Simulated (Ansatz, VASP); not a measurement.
In3As3H2: VASP beside Ansatz

```xyz
16
Lattice="8.6439 0.0000 0.0000 0.0000 6.1121 0.0000 0.0000 0.0000 21.7508" Properties=species:S:1:pos:R:3 pbc="T T T"
In    2.1610    3.0561    9.4289
In    6.4829    3.0561    9.4289
In    4.3219   -0.0537   11.6047
In    0.0000   -0.0537   11.6047
In    6.4829    2.5001   13.2896
In    2.1610    2.5001   13.2896
As    4.3219    1.5280    9.4289
As    0.0000    1.5280    9.4289
As    6.4829    4.5090   11.6241
As    2.1610    4.5090   11.6241
As    0.0000    1.1776   13.9803
As    4.3219    1.1776   13.9803
H     2.1610    4.0966    8.0243
H     6.4829    4.0966    8.0243
H     4.3219    0.6351    8.2005
H     0.0000    0.6351    8.2005
```

Alike in both runs: functional PBE; dispersion D3(BJ); k mesh 2 × 3 × 1; occupations gaussian, width 0.1 eV; no spin polarisation.

Ansatz relaxed the structure, and its values are those at the end. VASP's run is a single point on that final structure, the one shown.

|  | VASP | Ansatz |
| --- | --- | --- |
| version | VASP 6.6.1 | Ansatz 0.2.0 |
| potentials or method | VASP PAW PBE potentials, release 64 (In_d, As, H) | scalar-relativistic, plane waves, PAW |
| plane-wave cutoff (eV) | 520 | 420 |
| valence electrons in the cell | 112 | 172 |

```tsv
	VASP	Ansatz	Ansatz less VASP
gap on the k mesh at the Fermi level (eV)	1.20	1.21	+0.004
least direct gap on the mesh (eV)	1.20	1.21	+0.004
rms of the force components (eV/Å)	0.185	0.174	-0.0114
```

The two sets of potentials don't hold the same shells in valence. Ansatz warned: «xc_potential_rough_in_thin_density».

Caveats: spin-orbit coupling is left out, which moves the levels of the heavy elements.
